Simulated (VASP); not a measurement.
# Gd3Sn7: formation energy of a vacancy on the Sn site

How easily does a vacancy on the Sn site form in Gd3Sn7? The host is relaxed first, then a supercell is run with and without the defect. The start is a cell from a database of measured crystal structures.

Method: PBE, 4f electrons in the core; plane waves and PAW (Gd_3, Sn), in the first sound run; inputs show where later runs differ, in VASP 6.6.1.

**1. The host crystal**

The structure is orthorhombic, space group Cmmm (No. 65). The conventional cell has a = 4.460 Å, b = 26.516 Å, c = 4.382 Å, α = 90.00°, β = 90.00°, γ = 90.00°. Nearest to Gd lie 8 Sn at 3.16 to 3.23 Å. Nearest to Gd lie 12 Sn at 3.13 to 3.40 Å. Nearest to Sn lie 4 Gd at 3.13 Å and 8 Sn at 3.36 to 3.38 Å. Nearest to Sn lie 6 Sn at 3.13 to 3.38 Å and 4 Gd at 3.16 to 3.40 Å. Nearest to Sn lie 6 Sn at 3.13 to 3.36 Å and 4 Gd at 3.23 to 3.34 Å. Nearest to Sn lie 4 Gd at 3.18 Å and 2 Sn at 3.27 Å. Farther neighbours are not listed.

**2. Relaxing the host crystal**

The later steps need the crystal at this functional's own lattice; a raised cutoff keeps the stress reliable while the cell changes.

INCAR reads:

```
SYSTEM = Gd3Sn7
PREC = Normal
ENCUT = 350
EDIFF = 1E-05
NELM = 120
ISMEAR = 1
SIGMA = 0.15
LREAL = Auto
ALGO = Fast
GGA = PE
NBANDS = 37
LASPH = .TRUE.
LORBIT = 11
LWAVE = .FALSE.
LCHARG = .FALSE.
KPAR = 4
IBRION = 2
NSW = 40
ISIF = 3
EDIFFG = -0.03
POTIM = 0.4
```

POSCAR reads:

```
Gd3Sn7
1.0
    2.2298500000    -13.2581500000      0.0000000000
    2.2298500000     13.2581500000      0.0000000000
    0.0000000000      0.0000000000      4.3823000000
Gd Sn
3 7
Direct
    0.3170000000      0.6830000000      0.0000000000
    0.6830000000      0.3170000000      0.0000000000
    0.0000000000      0.0000000000      0.5000000000
    0.5000000000      0.5000000000      0.0000000000
    0.4030000000      0.5970000000      0.5000000000
    0.5970000000      0.4030000000      0.5000000000
    0.0950000000      0.9050000000      0.0000000000
    0.9050000000      0.0950000000      0.0000000000
    0.2050000000      0.7950000000      0.5000000000
    0.7950000000      0.2050000000      0.5000000000
```

KPOINTS reads:

```
Automatic mesh
0
Gamma
4 4 4
0 0 0
```

The projector-augmented-wave data sets are Gd_3 and Sn (PBE family, release 64).

Launch:

```console
> mpirun -np 4 vasp_std
```

The program printed:

```text
[banner, memory and clock lines left out]
running    4 mpi-ranks, on    1 nodes
 distrk:  each k-point on    1 cores,    4 groups
 distr:  one band on    1 cores,    1 groups

 POSCAR found type information on POSCAR GdSn
 POSCAR found :  2 types and      10 ions
 LDA part: xc-table for (Slater+PW92), standard interpolation
 POSCAR, INCAR and KPOINTS ok, starting setup
 FFT: planning ... GRIDC
 FFT: planning ... GRID_SOFT
 FFT: planning ... GRID
 WAVECAR not read
 entering main loop
       N       E                     dE             d eps       ncg     rms          rms(c)
DAV:   1     0.189938971939E+03    0.18994E+03   -0.18157E+04  1562   0.909E+02
DAV:   2    -0.290982818137E+02   -0.21904E+03   -0.21176E+03  1823   0.229E+02
DAV:   3    -0.458457497732E+02   -0.16747E+02   -0.16330E+02  2100   0.466E+01
DAV:   4    -0.462714179882E+02   -0.42567E+00   -0.42302E+00  1988   0.757E+00
DAV:   5    -0.462837892131E+02   -0.12371E-01   -0.12359E-01  2151   0.114E+00    0.371E+01
RMM:   6    -0.459621167030E+02    0.32167E+00   -0.35265E-01  1600   0.148E+00    0.218E+01
RMM:   7    -0.458715709586E+02    0.90546E-01   -0.51561E-01  1645   0.223E+00    0.119E+00
RMM:   8    -0.458235710644E+02    0.48000E-01   -0.10289E-01  1608   0.111E+00    0.415E-01
RMM:   9    -0.458204807981E+02    0.30903E-02   -0.22914E-02  1717   0.544E-01    0.183E-01
RMM:  10    -0.458207899730E+02   -0.30917E-03   -0.45916E-03  1793   0.232E-01    0.135E-01
RMM:  11    -0.458208296656E+02   -0.39693E-04   -0.99345E-04  1697   0.107E-01    0.708E-02
RMM:  12    -0.458208030273E+02    0.26638E-04   -0.21360E-04  1525   0.558E-02    0.121E-02
RMM:  13    -0.458208068746E+02   -0.38473E-05   -0.69273E-05  1353   0.234E-02
   1 F= -.45820807E+02 E0= -.45822023E+02  d E =-.458208E+02
 curvature:   0.00 expect dE= 0.000E+00 dE for cont linesearch  0.000E+00
 trial: gam= 0.00000 g(F)=  0.181E+00 g(S)=  0.141E+00 ort = 0.000E+00 (trialstep = 0.100E+01)
 search vector abs. value=  0.322E+00
 bond charge predicted
       N       E                     dE             d eps       ncg     rms          rms(c)
DAV:   1    -0.461053238292E+02   -0.28452E+00   -0.10740E+01  1574   0.148E+01    0.481E+00
RMM:   2    -0.460639873297E+02    0.41336E-01   -0.72827E-01  1897   0.377E+00    0.180E+00
RMM:   3    -0.460262435979E+02    0.37744E-01   -0.17472E-01  1933   0.190E+00    0.449E-01
RMM:   4    -0.460241562854E+02    0.20873E-02   -0.36837E-02  2070   0.764E-01    0.520E-01
RMM:   5    -0.460234366552E+02    0.71963E-03   -0.45503E-03  1824   0.305E-01    0.406E-01
RMM:   6    -0.460224423721E+02    0.99428E-03   -0.42986E-03  1612   0.260E-01    0.205E-01
RMM:   7    -0.460223151111E+02    0.12726E-03   -0.11498E-03  1684   0.139E-01    0.779E-02
RMM:   8    -0.460223322355E+02   -0.17124E-04   -0.32157E-04  1822   0.690E-02    0.835E-02
RMM:   9    -0.460223272219E+02    0.50136E-05   -0.55034E-05  1381   0.291E-02
   2 F= -.46022327E+02 E0= -.46023953E+02  d E =-.201520E+00
[... from here on, the cycles between the ionic steps are left out ...]
   3 F= -.46042763E+02 E0= -.46044092E+02  d E =-.221956E+00
   4 F= -.46177661E+02 E0= -.46178777E+02  d E =-.134898E+00
   5 F= -.46221030E+02 E0= -.46221356E+02  d E =-.178267E+00
   6 F= -.46221022E+02 E0= -.46221314E+02  d E =-.178258E+00
   7 F= -.46226147E+02 E0= -.46226668E+02  d E =-.512493E-02
   8 F= -.46230095E+02 E0= -.46231133E+02  d E =-.907352E-02
   9 F= -.46230380E+02 E0= -.46231308E+02  d E =-.935803E-02
  10 F= -.46233598E+02 E0= -.46235223E+02  d E =-.321783E-02
  11 F= -.46233639E+02 E0= -.46235437E+02  d E =-.325900E-02
  12 F= -.46235577E+02 E0= -.46237785E+02  d E =-.193853E-02
  13 F= -.46235578E+02 E0= -.46237785E+02  d E =-.193901E-02
 curvature:  -1.97 expect dE=-0.526E-03 dE for cont linesearch -0.441E-06
 trial: gam= 0.02037 g(F)=  0.228E-03 g(S)=  0.384E-04 ort =-0.307E-04 (trialstep = 0.189E+01)
 search vector abs. value=  0.267E-03
 bond charge predicted
       N       E                     dE             d eps       ncg     rms          rms(c)
DAV:   1    -0.462358941417E+02   -0.31639E-03   -0.16786E-02  1630   0.551E-01    0.872E-02
RMM:   2    -0.462359337982E+02   -0.39657E-04   -0.95395E-04  1797   0.135E-01    0.363E-02
RMM:   3    -0.462359329670E+02    0.83118E-06   -0.21146E-04  1816   0.626E-02    0.151E-02
RMM:   4    -0.462359334487E+02   -0.48166E-06   -0.23527E-05  1074   0.212E-02
  14 F= -.46235933E+02 E0= -.46238086E+02  d E =-.355611E-03
 trial-energy change:   -0.000356  1 .order   -0.000365   -0.000504   -0.000225
 step:   3.4255(harm=  3.4255)  dis= 0.00656  next Energy=   -46.236033 (dE=-0.456E-03)
 reached required accuracy - stopping structural energy minimisation
```

Run time: 9.6 min. Hardware: 4 MPI ranks of AMD EPYC 7R43, shared host; peak memory 1.3 GiB.

The logs omit lines about the potential files and the build; timing stands in the text.

From OUTCAR (step 2):

```text
ion  position               nearest neighbor table
   1  0.317  0.683  0.000-   5 3.16   5 3.16  10 3.18  10 3.18  10 3.18  10 3.18   8 3.23   8 3.23
                             9 3.69   9 3.69
   2  0.683  0.317  0.000-   6 3.16   6 3.16   9 3.18   9 3.18   9 3.18   9 3.18   7 3.23   7 3.23
                            10 3.69  10 3.69
   3  0.000  0.000  0.500-   4 3.13   4 3.13   4 3.13   4 3.13   7 3.34   8 3.34   8 3.34   7 3.34
                             6 3.40   5 3.40   6 3.40   5 3.40
   4  0.500  0.500  0.000-   3 3.13   3 3.13   3 3.13   3 3.13   7 3.36   8 3.36   7 3.36   8 3.36
                             6 3.38   5 3.38   5 3.38   6 3.38
   5  0.403  0.597  0.500-   8 3.13   8 3.13   8 3.13   8 3.13   1 3.16   1 3.16   4 3.38   4 3.38
                             3 3.40   3 3.40  10 3.63  10 3.63
   6  0.597  0.403  0.500-   7 3.13   7 3.13   7 3.13   7 3.13   2 3.16   2 3.16   4 3.38   4 3.38
                             3 3.40   3 3.40   9 3.63   9 3.63
   7  0.095  0.905  0.000-   6 3.13   6 3.13   6 3.13   6 3.13   2 3.23   2 3.23   3 3.34   3 3.34
                             4 3.36   4 3.36   9 3.65   9 3.65
   8  0.905  0.095  0.000-   5 3.13   5 3.13   5 3.13   5 3.13   1 3.23   1 3.23   3 3.34   3 3.34
                             4 3.36   4 3.36  10 3.65  10 3.65
   9  0.205  0.795  0.500-   2 3.18   2 3.18   2 3.18   2 3.18  10 3.27  10 3.27   6 3.63   6 3.63
                             7 3.65   7 3.65   1 3.69   1 3.69
  10  0.795  0.205  0.500-   1 3.18   1 3.18   1 3.18   1 3.18   9 3.27   9 3.27   5 3.63   5 3.63
                             8 3.65   8 3.65   2 3.69   2 3.69

  LATTYP: Found a base centered orthorhombic cell.
 ALAT       =     4.4597000000
 B/A-ratio  =     5.9457586833
 C/A-ratio  =     0.9826445725

 Subroutine GETGRP returns: Found  8 space group operations
 (whereof  8 operations were pure point group operations)

The static configuration has the point symmetry D_2h.

 Found     21 irreducible k-points:

   k-points           NKPTS =     21   k-points in BZ     NKDIM =     21   number of bands    NBANDS=     37

   dimension x,y,z NGX =    64 NGY =   64 NGZ =   20
   dimension x,y,z NGXF=   128 NGYF=  128 NGZF=   40

   ENCUT  =  350.0 eV  25.72 Ry    5.07 a.u.  20.51 20.51  6.68*2*pi/ulx,y,z

   NELECT =      55.0000    total number of electrons

 k-points in reciprocal lattice and weights: Automatic mesh
   0.00000000  0.00000000  0.00000000       0.016
   0.25000000 -0.00000000  0.00000000       0.062
   0.50000000 -0.00000000  0.00000000       0.031
   0.25000000  0.25000000  0.00000000       0.031
   0.50000000  0.25000000  0.00000000       0.062
  -0.25000000  0.25000000  0.00000000       0.031
   0.50000000  0.50000000  0.00000000       0.016
   0.00000000  0.00000000  0.25000000       0.031
   0.25000000 -0.00000000  0.25000000       0.125
[...]
-0.25000000  0.25000000  0.50000000       0.031
   0.50000000  0.50000000  0.50000000       0.016

 average (electrostatic) potential at core
       1 -34.6799       2 -34.6799       3 -34.5899       4 -44.1257       5 -43.9442
       6 -43.9442       7 -43.9303       8 -43.9303       9 -43.6458      10 -43.6458

 E-fermi :   5.1407

 k-point     1 :       0.0000    0.0000    0.0000
  band No.  band energies     occupation
    ...
     23       3.9400      2.00000
     24       4.0314      2.00000
     25       4.1902      2.00000
     26       4.7062      2.00033
     27       4.8629      2.02504
     28       6.0886     -0.00000
     29       6.1022     -0.00000
     30       6.1067     -0.00000
     31       6.7364     -0.00000
     32       6.7907     -0.00000
    ...

 k-point     2 :       0.2500   -0.0000    0.0000
  band No.  band energies     occupation
    ...
     24       4.1240      2.00000
     25       4.2781      2.00000
     26       4.6380      2.00002
     27       4.9662      2.06964
     28       5.0451      1.87186
     29       5.3670     -0.05448
     30       5.9165     -0.00000
     31       6.3842     -0.00000
     32       6.6162     -0.00000
     33       6.8206     -0.00000
    ...

 k-point     3 :       0.5000   -0.0000    0.0000
  band No.  band energies     occupation
    ...
     23       3.9237      2.00000
     24       3.9779      2.00000
     25       4.7265      2.00067
     26       5.1251      1.17517
     27       5.1556      0.83232
     28       5.2414      0.10069
     29       5.3678     -0.05400
     30       5.8878     -0.00000
     31       6.0637     -0.00000
     32       6.0774     -0.00000
    ...

  Total       -0.0356196     -0.0113705      0.0564168      0.0000000      0.0000000      0.0000000
  in kB       -0.2149512     -0.0686166      0.3404541      0.0000000      0.0000000      0.0000000
  external PRESSURE =       0.0189621 kB  Pullay stress =       0.0000000 kB

  energy-cutoff  :      350.00
  volume of cell :      265.50
      direct lattice vectors                 reciprocal lattice vectors
     2.232211217-13.299209539  0.000000000     0.223993140 -0.037596219  0.000000000
     2.232211217 13.299209539  0.000000000     0.223993140  0.037596219  0.000000000
     0.000000000  0.000000000  4.471662504     0.000000000  0.000000000  0.223630473

 POSITION                                       TOTAL-FORCE (eV/Angst)
 -----------------------------------------------------------------------------------
      2.23221      5.01972      0.00000         0.000000      0.011067      0.000000
      2.23221     -5.01972      0.00000         0.000000     -0.011067     -0.000000
      0.00000      0.00000      2.23583         0.000000      0.000000     -0.000000
      2.23221      0.00000      0.00000         0.000000      0.000000     -0.000000
      2.23221      2.57006      2.23583         0.000000     -0.007203     -0.000000
      2.23221     -2.57006      2.23583         0.000000      0.007203     -0.000000
      2.23221     10.72996      0.00000         0.000000     -0.000287     -0.000000
      2.23221    -10.72996      0.00000         0.000000      0.000287     -0.000000
      2.23221      7.66969      2.23583         0.000000      0.020090     -0.000000
      2.23221     -7.66969      2.23583         0.000000     -0.020090     -0.000000
 -----------------------------------------------------------------------------------
    total drift:                               -0.000000     -0.000000     -0.000000

  FREE ENERGIE OF THE ION-ELECTRON SYSTEM (eV)
  ---------------------------------------------------
  free  energy   TOTEN  =       -46.2359334487 eV

  energy  without entropy=      -46.2423912499  energy(sigma->0) =      -46.23808605

 reached required accuracy - stopping structural energy minimisation

 total charge
# of ion       s       p       d       tot
------------------------------------------
    1        0.214   6.307   1.182   7.704
    2        0.214   6.307   1.182   7.704
    3        0.217   6.308   1.275   7.799
    4        1.473   1.527   0.114   3.115
    5        1.440   1.539   0.109   3.088
    6        1.440   1.539   0.109   3.088
    7        1.441   1.542   0.107   3.091
    8        1.441   1.542   0.107   3.091
    9        1.426   1.695   0.094   3.215
   10        1.426   1.695   0.094   3.215
--------------------------------------------------
tot         10.732  30.002   4.374  45.109

[... 3 further parts left out ...]
```

CONTCAR:

```
Gd3Sn7
   1.00000000000000
     2.2322112168611796  -13.2992095389760294    0.0000000000000000
     2.2322112168611796   13.2992095389760294    0.0000000000000000
     0.0000000000000000    0.0000000000000000    4.4716625042316291
  Gd              Sn
     3     7
Direct
     0.3112775973606023    0.6887224026393980    0.0000000000000000
     0.6887224026393980    0.3112775973606023    0.0000000000000000
     0.0000000000000000    0.0000000000000000    0.5000000000000000
     0.5000000000000000    0.5000000000000000    0.0000000000000000
     0.4033752911505861    0.5966247088494139    0.5000000000000000
     0.5966247088494139    0.4033752911505861    0.5000000000000000
     0.0965939384697592    0.9034060615302407    0.0000000000000000
     0.9034060615302407    0.0965939384697592    0.0000000000000000
     0.2116485590882632    0.7883514409117369    0.5000000000000000
     0.7883514409117369    0.2116485590882632    0.5000000000000000
```

The data set Gd_3 holds the 4f electrons frozen in the core, so no f bands or f moments appear. This run has no spin polarisation. Its electron count is odd, so without a moment it is a metal by construction. The k-mesh is coarse for a metal. The data set Sn keeps the semicore shell frozen, which is cheaper and a little less accurate. The run keeps the 8 symmetry operations of its start, so it cannot find a distortion of lower symmetry.

Relaxation path:

```
step  energy less that of the first step (eV)  largest force (eV/Å)  pressure (GPa)  volume (Å³)
   1                                   0.0000                1.0756            2.01       259.11
   2                                  -0.2015                0.8160           -0.66       269.00
   3                                  -0.2220                0.7079           -1.72       273.74
   4                                  -0.3569                0.4248           -0.87       269.42
   5                                  -0.4002                0.1315            0.08       265.62
   6                                  -0.4002                0.1340            0.11       265.46
   7                                  -0.4053                0.1163            0.03       265.93
   8                                  -0.4093                0.0702           -0.26       267.10
   9                                  -0.4096                0.0723           -0.22       266.86
  10                                  -0.4128                0.0768            0.10       265.23
  11                                  -0.4128                0.0788            0.18       264.86
  12                                  -0.4148                0.0478            0.01       265.38
  13                                  -0.4148                0.0483            0.01       265.38
  14                                  -0.4151                0.0201            0.00       265.50
```

```
conventional cell, symmetrised  before   after  change
                         a (Å)   4.460   4.464  +0.1 %
                         b (Å)  26.516  26.598  +0.3 %
                         c (Å)   4.382   4.472  +2.0 %
              volume (Å³/atom)   25.91   26.55  +2.5 %
```

The atoms that moved most (Å, as changes of fractional coordinates times the final cell):

```
atom     dx      dy     dz  length
Sn10  0.000   0.177  0.000   0.177
 Sn9  0.000  -0.177  0.000   0.177
 Gd1  0.000   0.152  0.000   0.152
 Gd2  0.000  -0.152  0.000   0.152
 Sn7  0.000  -0.042  0.000   0.042
 Sn8  0.000   0.042  0.000   0.042
 Sn6  0.000   0.010  0.000   0.010
 Sn5  0.000  -0.010  0.000   0.010
```

Final coordinates:

```cif
data_structure
_symmetry_space_group_name_H-M 'P 1'
_symmetry_Int_Tables_number 1
_cell_length_a 13.4852
_cell_length_b 13.4852
_cell_length_c 4.4717
_cell_angle_alpha 90.000
_cell_angle_beta 90.000
_cell_angle_gamma 160.944
_cell_volume 265.50
loop_
_atom_site_label
_atom_site_type_symbol
_atom_site_fract_x
_atom_site_fract_y
_atom_site_fract_z
_atom_site_occupancy
Gd1 Gd 0.31128 0.68872 0.00000 1
Gd2 Gd 0.68872 0.31128 0.00000 1
Gd3 Gd 0.00000 0.00000 0.50000 1
Sn4 Sn 0.50000 0.50000 0.00000 1
Sn5 Sn 0.40338 0.59662 0.50000 1
Sn6 Sn 0.59662 0.40338 0.50000 1
Sn7 Sn 0.09659 0.90341 0.00000 1
Sn8 Sn 0.90341 0.09659 0.00000 1
Sn9 Sn 0.21165 0.78835 0.50000 1
Sn10 Sn 0.78835 0.21165 0.50000 1
```

Numbers from this step:

| Property | Result |
| --- | --- |
| electronic cycles | 97 |
| electrons | 55 |
| free energy (TOTEN) | -46.24 eV |
| energy at zero smearing | -46.24 eV |
| Fermi energy | 5.141 eV |
| labelled metallic, from the levels on this mesh | yes |

The run ended after 14 ionic steps, 0.415 eV below its first step, once forces and stress met EDIFFG = -0.03.

(Continued in part 2 of 4.)

[Lines on the potential files, build, host, timing and source positions are cut from VASP's logs without a mark.]

[Logs are printed without paths, hosts, clocks, repeated set-up lines and the standing remarks that a program may print on its own settings, such as how far it seeks lower states.]

[Hosts, paths, dates, database ids (printed as entryN), source tags and the programs' standing remarks are cut or masked in the printed files.]

[In band tables of VASP the shares of atoms and orbitals are scaled to a sum of 1 inside the atoms' spheres.]

[Runs that stopped without an error message from VASP are left out.]
